## Why platinum prefers fcc to other dense structures

The W type structure looks out of place. Each of its atoms has twelve or fourteen neighbours, as many as in the best-packed metals or more, yet it lies 256 meV per atom above the lowest structure. A cell of almost the same volume, the changed type with space group 166 and two atoms, lies at only 76 meV. If platinum simply wanted many neighbours in little space, these two rows would not be so far apart.

Structures of platinum computed with Ansatz 0.2.0: non-spin-polarised, scalar-relativistic PBE with plane waves and PAW, cutoff 420 eV and Gaussian smearing of 0.1 eV. Cells and atoms are relaxed to near-zero pressure. Energies are extrapolated to zero smearing and given relative to the lowest structure, without zero-point motion.

```csv
found from,space group number,atoms in cell,volume per atom (Å³),over lowest (meV/atom)
database cell,225,1,15.64,0.0
La type,194,4,15.69,29.0
Sm type,166,3,15.71,39.0
database cell,194,2,15.75,57.0
changed type,166,4,16.02,66.0
changed type,69,2,16.30,68.0
changed type,194,8,16.26,71.0
changed type,166,2,16.25,76.0
changed type,194,4,16.25,77.0
database cell,229,1,15.83,98.0
random start,65,3,16.38,108.0
Ga sites,63,2,16.35,119.0
Sn type,191,1,16.84,123.0
Ti type,191,3,16.03,150.0
W type,223,8,16.22,256.0
random start,194,2,18.72,437.0
changed type,166,12,21.43,659.0
changed type,194,4,20.78,927.0
Si type,227,2,24.07,1075.0
```

The column "over lowest" gives the energy per atom above fcc, the structure with space group 225. The column "found from" tells where a run began, not always what it became, and its entry for fcc is wrong: that run started from a random cell. The broad order does follow volume: ranking the rows by volume and by energy gives a rank correlation of 0.83. The compact structures gather at the top and the open ones at the bottom. What volume leaves unexplained has to do with how the atoms are arranged, and for that one must look at the electrons that bind them.

### Fewer bonds, but stronger ones

The Si type is the diamond structure, in which each atom has four neighbours instead of the twelve in fcc. If every bond kept its strength, two thirds of the binding would be gone. Platinum is held together by roughly 5.8 eV per atom (a recalled value), and the diamond structure gives up 1.08 eV, or about a fifth. The calculation leaves out spin polarisation, and if a magnetic moment formed in so open a cell, the loss would be smaller still.

The reason is that metallic bonds share electrons. In the usual picture of d-electron bonding, the spread of the energy levels grows only as the square root of the number of neighbours, so each added neighbour brings less than the one before. When neighbours are removed, the remaining ones are bound more tightly and move closer. The table's volumes show this contraction: the nearest distance is 2.81 Å in fcc and 2.50 Å in diamond. Losing neighbours is therefore costly, but much less so than a count of bonds suggests.

### Why a dense structure can still be poor

Since neighbours count for less than expected, their arrangement can matter more. The d levels of a metal form a band, with bonding states at the bottom and antibonding states at the top. In bcc (space group 229) the levels are pushed apart, leaving a valley near the middle of the band. A metal with a half-filled d band, such as tungsten, fills the lowered states and leaves the raised ones empty, so it gains energy.

Platinum has a nearly full d band. It must occupy most of the raised states too, so the gain is lost. What counts now is how high the few empty states lie, because the electrons are spared those levels. In the simplest picture, two bands of equal overall spread differ in their tails: the one with a valley in the middle reaches less far up. Bcc then comes out worse than fcc. This is standard band theory rather than something the energies alone can prove, but they fit it well. Bcc takes only 1.2 per cent more volume than fcc and still costs 98 meV. Five looser cells lie below it, so its small extra volume is a poor explanation. Nor does 98 meV make bcc a phase that could be kept: the relaxation preserved its symmetry, and bcc platinum is known to be mechanically unstable.

The same argument probably extends to the Ti type, known as omega, and the W type, known as A15. Both are at home among metals with fewer d electrons. The Ti type lies 84 meV above a changed type of practically equal volume, the one with space group 166 and four atoms. For the W type the corresponding gap is 180 meV.

The W type has a further handicap in its geometry. Three quarters of its atoms form chains with a spacing of 2.53 Å, about 10 per cent shorter than the nearest distance in fcc. In diamond such a short bond is natural, because only four neighbours share the electrons. In the W type the chain atoms have twelve other neighbours as well, so the close contact probably adds repulsion without a matching gain in bonding. How much of the 256 meV comes from this squeeze and how much from the filling of the band remains open.

### When the number of neighbours is equal

The four lowest rows are fcc, the La type, the Sm type and hcp (space group 194 with two atoms, at 57 meV). All are stacks of the same close-packed layers, and each atom has twelve close neighbours. Outside fcc these need not be equally far away: in the relaxed La type, the six in the layers above and below lie slightly farther off than the six within the layer. What sets the four structures apart is where each layer sits relative to the others. If the layers above and below a given layer lie in different positions, it is stacked as in fcc; if they lie in the same position, it is stacked as in hcp and is called hexagonal.

A simple model follows. In ideal stacks the contacts between adjacent layers are all alike, so the first difference comes from pairs of layers with one layer between them. Each layer is the middle of exactly one such pair. If each hexagonal layer adds the same cost, with the small shifts in distance included, the energy above fcc is

$$
\Delta E = h\,E_{\mathrm{hcp}},
$$

where $h$ is the fraction of hexagonal layers and $E_{\mathrm{hcp}}$ is the energy of hcp above fcc. The fcc and hcp rows fix the two ends of this line, and the other two rows test it.

In the Sm type two layers out of three are hexagonal, so the estimate is $\tfrac{2}{3}\times 57 = 38$ meV; the table has 39. In the La type every second layer is hexagonal, and half of 57 meV again meets the table's 29 meV to within 1 meV. The energies are converged to about 4 meV, so the agreement is as good as can be judged. By the same rule, a stacking with one hexagonal layer in three should cost about 19 meV.

The rule also shows where it ends. No close-packed stacking can have $h$ above one, so none should lie above hcp by more than the convergence error. The changed type at 66 meV lies somewhat higher than that, and its volume is clearly larger. It too is built of triangular layers, but they probably do not all rest in the hollows of their neighbours, as they would in a close-packed stack. The size of the cost per layer is again expected to depend on the d electrons. Spin-orbit coupling, which is strong in platinum and is left out here, could shift it by an amount that these energies cannot reveal.

### From broad order to fine order

To judge a proposed platinum structure, look first at how open it is, then at whether its arrangement suits a nearly full d band and avoids squeezed contacts, and only then at its stacking. In this table the first question decides differences of up to about 1 eV, the second around 100 to 200 meV, and the third less than 60 meV.

One pair of open structures resists this scheme. The changed type at 927 meV is denser than the one at 659 meV, with 20.78 against 21.43 Å³ per atom. Does its smaller volume hide fewer close neighbours, or an arrangement that suits the d electrons less well? Counting the neighbours and their distances in both relaxed cells would be the first step towards an answer.
